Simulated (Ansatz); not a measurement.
# ZrC under changes of volume

One of the cells (13.228 Å³/atom); the others are scaled copies at fixed shape and fractional positions:

```xyz
2
Lattice="0.0000 2.3650 2.3650 2.3650 0.0000 2.3650 2.3650 2.3650 0.0000" Properties=species:S:1:pos:R:3 pbc="T T T"
Zr    2.3650    2.3650    2.3650
C     0.0000    0.0000    0.0000
```

- Program: Ansatz 0.2.0
- Functional: revPBE
- Potentials or basis: Ansatz PAW
- Cutoff: 420 eV (not typed: the program's choice for these potentials)
- k mesh: 10 × 10 × 10
- Occupations: fermi-dirac, width 0.05 eV
- Spin: no spin polarisation

```csv
volume (Å³/atom),energy over the lowest point (meV/atom),pressure (GPa)
12.434,32.36,14.4
12.699,13.22,8.9
12.963,?,?
13.228,0.00,-0.5
13.493,4.31,-4.6
13.757,14.98,-8.2
14.022,31.40,-11.6
```

Problem. What does the run at 12.963 Å³/atom give?

Solution. Energy over the lowest point 2.71 meV/atom; pressure 3.9 GPa.

Worked out: A Birch-Murnaghan fit of order 3 (a polynomial in V^(-2/3)) to the other rows has its minimum at 13.19 Å³/atom with B0 = V·E''(V) = 215 GPa and B' = 4.0. It gives 2.73 meV/atom at 12.963 Å³/atom, against the run's 2.71, and -dE/dV = 3.9 GPa, against 3.9.

Energies are extrapolated to zero smearing.

Caveats: the PAW data sets come from PBE, with cores solved anew for the run's functional, which leaves a small shift of forces and pressure.
